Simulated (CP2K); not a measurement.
The system is AgCl (Chlorargyrite).

```xyz
2
Lattice="3.8679 0.0000 0.0000 1.9339 3.3497 0.0000 1.9339 1.1166 3.1581" Properties=species:S:1:pos:R:3 pbc="T T T"
Ag    0.0000    0.0000    0.0000
Cl    3.8679    2.2331    1.5791
```

Base run:

* Program: CP2K 2026.2
* Functional: LDA
* Potentials or basis: GTH_POTENTIALS Ag GTH-PBE-q11, Cl GTH-PBE-q7; DZVP-MOLOPT-SR-GTH basis
* Density cutoff: 6123 eV
* k mesh: 8 × 8 × 8
* Occupations: fermi-dirac, width 0.05 eV
* Spin: no spin polarisation

Its results: band gap on the k mesh 0.51 eV, indirect (least direct gap 3.03 eV); pressure -2.0 GPa.

Question: The run is repeated on the same cell with these changes: functional from LDA to PBE. What comes out?

Answer: Band gap on the k mesh 0.88 eV, indirect (least direct gap 3.30 eV); pressure 4.6 GPa.

PBE binds less tightly than LDA, so the same cell stands under more pressure.

Caveats: the basis of atomic orbitals isn't converged, which shifts pressures, moduli and gaps; the potentials were made for another functional, which shifts forces and pressure (some runs).
